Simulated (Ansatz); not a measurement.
**Phases of Ga at 0.71 GPa**

Structure types of Ga are relaxed in primitive cells with their symmetry kept at 0.71 GPa, first on PAW files, then by LAPW. The enthalpy is E + pV at zero temperature, without zero-point motion. Only the types listed were tried, and differences under about 5 meV/atom are mesh noise. Not among the end structures: fcc, which may lie lower.

Computed with Ansatz 0.2.0; functional PBE, scalar-relativistic. Settings: Fermi–Dirac smearing of 0.08 eV, no spin polarisation. Methods: LAPW: all electrons, basis error target 0.5 meV/atom; PAW: frozen-core files, cutoff 420 eV.

k meshes: bcc 16×16×16, hcp 15×15×8, beta tin 15×15×15, omega 8×8×11, simple hexagonal 15×15×14.

| start type | ends as | a, b, c (Å) | V (Å³/atom) | H − H(lowest), LAPW (meV/atom) |
| --- | --- | --- | --- | --- |
| bcc | bcc, Im-3m | 3.360, 3.360, 3.360 | 18.96 | 13.7 |
| hcp | hcp, P6_3/mmc | 2.967, 2.967, 4.936 | 18.81 | 0.0 |
| beta tin | beta tin, I4_1/amd | 5.291, 5.291, 2.767 | 19.36 | ? |
| omega | omega, P6/mmm | 4.682, 4.682, 3.006 | 19.02 | ? |
| simple hexagonal | simple hexagonal, P6/mmm | 2.861, 2.861, 2.698 | 19.13 | 19.0 |

**Question.** Give the missing entry: row "omega", column "H − H(lowest), LAPW (meV/atom)".

**Answer.** 21.5.

**Question.** What belongs in the row "beta tin", column "H − H(lowest), LAPW (meV/atom)"?

**Answer.** 31.4.
